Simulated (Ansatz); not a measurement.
Equation of state of Sc

```
Sc
1.0
     3.30880    0.00000    0.00000
    -1.65440    2.86550    0.00000
     0.00000    0.00000    5.26800
Sc
2
Direct
  0.33333 0.66667 0.25000
  0.66667 0.33333 0.75000
```

The cell is COD entry 9011704, as deposited and not checked against the literature; nothing was relaxed.

Methods: DFT, PBE, all-electron LAPW, scalar-relativistic (Ansatz 0.2.0); DFT, PBE, PAW with Ansatz's default frozen-core files, scalar-relativistic (Ansatz 0.2.0).

For LAPW: a Γ-centred 13×13×7 k mesh, Fermi–Dirac smearing of 0.03 eV, basis error target 0.5 meV/atom, no spin polarisation. PAW takes a cutoff of 420 eV at this cell. The Ansatz runs share mesh, smearing and spin set-up. Plane-wave (PAW) pressures include the program's estimate of the Pulay term.

The cell above is scaled evenly, with fractional coordinates and shape held.

```csv
V/V(cell),V (Å³/atom),"P, LAPW (GPa)","P, PAW (GPa)","free energy over the lowest listed, PAW (meV/atom)"
0.9500,23.725,2.26,2.26,5.7
0.9750,24.350,0.71,0.71,0.0
1.0000,24.974,-0.68,-0.68,0.0
1.0250,25.598,-1.91,-1.92,5.1
1.0500,26.223,?,?,?
```

Q: Fill in the row V/V(cell) = 1.0500.

A: P, LAPW (GPa) = -3.02, P, PAW (GPa) = -3.02, free energy over the lowest listed, PAW (meV/atom) = 14.8.

Q: What do Birch–Murnaghan fits to the pressures give?

A: LAPW: V0 = 24.66 Å³/atom, B0 = 55 GPa, B0′ = 3.4; PAW: V0 = 24.66 Å³/atom, B0 = 55 GPa, B0′ = 3.4.

PAW's V0 lies 0.00 % from the all-electron value and its B0 0.0 %. With shape and internal coordinates held, B0 is an upper bound to the relaxed modulus.
